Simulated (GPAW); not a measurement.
A run of GPAW 26.7.0:

Contents of run.py:

```python
from ase.dft.bandgap import bandgap
from ase.io import write
from ase.spacegroup import crystal
from gpaw import GPAW, PW

# Pb 1a
# Se 1b
atoms = crystal(['Pb', 'Se'],
                basis=[[0.0, 0.0, 0.0],
                       [0.5, 0.5, 0.5]],
                spacegroup=221, setting=1,  # Pm-3m
                cellpar=[3.784322, 3.784322, 3.784322, 90.0, 90.0, 90.0],
                primitive_cell=True)

calc = GPAW(mode=PW(600),
            xc='TB09',
            kpts={'size': (7, 7, 7), 'gamma': True},
            occupations={'name': 'fermi-dirac', 'width': 0.05},
            nbands=19,
            convergence={'density': 1e-05, 'energy': 1e-05},
            eigensolver='cg',
            maxiter=150,
            txt='gpaw.txt')
atoms.calc = calc
energy = atoms.get_potential_energy()
calc.write('gs.gpw')
write('result.traj', atoms)
print('Fermi level:', round(calc.get_fermi_level(), 4), 'eV')
print(f'Gap: {bandgap(calc)[0]:.4f} eV, direct: {bandgap(calc, direct=True)[0]:.4f} eV')
```

Potentials or basis: GPAW PAW data sets for LDA (gpaw-data 1.2.1), pw.

The run is started by

```console
$ OMP_NUM_THREADS=1 python run.py
```

Hardware: 1 thread of Arm Neoverse V2, on a shared host.

How long does it take, and how much memory?

It took 61 s on 1 thread of Arm Neoverse V2 (shared host), peak memory 0.31 GiB. Counts: scf iterations 41.
